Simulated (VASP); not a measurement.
Wanted: an ASE script for a VASP 6.6.1 run.

```
Task                   : single point
Functional             : PBEsol
Potentials or basis    : VASP PAW PBE potentials, release 54 (Mn_pv, O, H)
Cutoff                 : 520 eV
k mesh                 : 9 × 9 × 6
Occupations            : gaussian, width 0.1 eV
Spin                   : collinear spin, ferromagnetic start
Starting moments       : [4.0, 0.0, 0.0, 0.0, 0.0] μB
Further INCAR settings : ALGO = Fast; EDIFF = 1.00e-06; NBANDS = 26
```

The system is MnH2O2 (Pyrochroite).

```
CELL_PARAMETERS angstrom
3.25000 0.00000 0.00000
-1.62500 2.81458 0.00000
0.00000 0.00000 4.48000
ATOMIC_POSITIONS crystal
Mn 0.00000 0.00000 0.00000
O 0.66667 0.33333 0.77400
O 0.33333 0.66667 0.22600
H 0.66667 0.33333 0.55400
H 0.33333 0.66667 0.44600
```

One way to write it, as run:

run.py

```python
from ase import Atoms
from ase.calculators.vasp import Vasp
from ase.dft.bandgap import bandgap

atoms = Atoms(
    ['Mn', 'O', 'O', 'H', 'H'],
    cell=[[3.25, 0.0, 0.0], [-1.625, 2.8145825623, 0.0], [0.0, 0.0, 4.48]],
    scaled_positions=[[0.0, 0.0, 0.0], [0.6666666667, 0.3333333333, 0.774], [0.3333333333, 0.6666666667, 0.226], [0.6666666667, 0.3333333333, 0.554], [0.3333333333, 0.6666666667, 0.446]],
    pbc=True,
)
atoms.set_initial_magnetic_moments([4.0, 0.0, 0.0, 0.0, 0.0])
calc = Vasp(
    directory='calc',
    xc='pbesol',
    pp='PBE',
    setups='recommended',
    pp_version='54',
    prec='Accurate',
    encut=520,
    ediff=1e-06,
    ismear=0,
    sigma=0.1,
    lreal=False,
    lasph=True,
    nelm=120,
    algo='Fast',
    isif=2,
    lwave=False,
    lcharg=False,
    ispin=2,
    lorbit=11,
    lmaxmix=4,
    kpts=[9, 9, 6],
    gamma=True,
    nbands=26,
)
atoms.calc = calc

print('energy (eV):', atoms.get_potential_energy())
print('free energy (eV):', atoms.get_potential_energy(force_consistent=True))
print('forces (eV/A):')
print(atoms.get_forces())
print('stress (eV/A^3, Voigt):', atoms.get_stress())
print('Fermi level (eV):', calc.get_fermi_level())
print('moment (muB):', atoms.get_magnetic_moment())
print('site moments (muB):', atoms.get_magnetic_moments())
gap, top, bottom = bandgap(calc)
print('band gap (eV):', gap, 'from (spin, k, band)', top, 'to', bottom)
```

Potentials or basis: VASP PAW PBE potentials, release 54 (Mn_pv, O, H).

Run with:

```sh
$ python run.py
```

Results of the run:

```
Pressure                                              : 6.5 GPa
Largest force                                         : 0.818 eV/Å
Band gap on the k mesh                                : 0.12 eV, indirect (least direct gap 0.30 eV)
Net moment                                            : 5.00 μB per cell
Site moments                                          : Mn +4.47; O +0.10; H +0.01 μB
Valence electrons inside the program's atomic spheres : Mn 11.40; O 5.11; H 0.72
```

Caveat: the PAW data sets were made with another functional, which shifts forces and pressure a little; an odd mesh through Γ misses points on the zone boundary, where band edges often lie; a cell with one magnetic atom can't hold antiferromagnetic order, which such compounds often take.

Wall time 60 s on 1 thread of Intel(R) Xeon(R) Platinum 8488C (Sapphire Rapids) (shared host), peak memory 0.23 GiB.
